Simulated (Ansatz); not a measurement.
The system is Cs2AgBiBr6.

```
CELL_PARAMETERS angstrom
0.00000 5.61610 5.61610
5.61610 0.00000 5.61610
5.61610 5.61610 0.00000
ATOMIC_POSITIONS crystal
Bi 0.00000 0.00000 0.00000
Cs 0.75000 0.75000 0.75000
Cs 0.25000 0.25000 0.25000
Ag 0.50000 0.50000 0.50000
Br 0.74945 0.74945 0.25055
Br 0.25055 0.25055 0.74945
Br 0.74945 0.25055 0.25055
Br 0.74945 0.25055 0.74945
Br 0.25055 0.74945 0.74945
Br 0.25055 0.74945 0.25055
```

Base run:

* Program: Ansatz 0.2.0
* Functional: LDA
* Potentials or basis: Ansatz PAW
* Cutoff: 420 eV
* Density cutoff: 1680 eV
* k mesh: 4 × 4 × 4
* Occupations: fermi-dirac, width 0.05 eV
* Spin: no spin polarisation
* Hubbard terms: Ag d U = 8 eV

Its results: band gap on the k mesh 1.55 eV, indirect (least direct gap 2.52 eV); pressure -1.2 GPa; largest force 0.153 eV/Å.

**Question.** The run is repeated on the same cell with these changes: hubbard terms from Ag d U = 8 eV to Ag d U = 3 eV. What comes out?

**Answer.** Band gap on the k mesh 1.33 eV, indirect (least direct gap 2.49 eV); pressure -1.3 GPa; largest force 0.248 eV/Å.

Caveats: spin-orbit coupling is left out, which as a rule narrows the gap of such compounds by several tenths of an eV; the PAW data sets come from PBE, with cores solved anew for the run's functional, which leaves a small shift of forces and pressure.

Not every run made on this cell is shown here.
